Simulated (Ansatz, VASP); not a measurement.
# Cu: VASP beside Ansatz

```
Cu
1.0
     2.57182    0.00000    0.00000
     0.00000    2.57182    0.00000
     0.00000    0.00000    3.61452
Cu
2
Direct
  0.00000 0.00000 0.00000
  0.50000 0.50000 0.50000
```

Alike in both runs: functional PBE; k mesh 16 × 16 × 12; occupations methfessel-paxton of order 1, width 0.1 eV; no spin polarisation.

Ansatz relaxed the structure, and its values are those at the end. VASP's run is a single point on that final structure, the one shown.

|  | VASP | Ansatz |
| --- | --- | --- |
| version | VASP 6.6.1 | Ansatz 0.2.0 |
| potentials or method | VASP PAW PBE potentials, release 64 (Cu) | scalar-relativistic, plane waves, PAW |
| plane-wave cutoff (eV) | 520 | 420 |
| valence electrons in the cell | 22 | 38 |

```tsv
	VASP	Ansatz	Ansatz less VASP
gap on the k mesh at the Fermi level (eV)	none	none	-
pressure (GPa)	1.0	0.0	-0.99
```

A gap of «none» marks a metal or a gap that the smearing closes. The functional is the same, so the differences come from potentials, cutoffs and numerics. The two sets of potentials don't hold the same shells in valence.
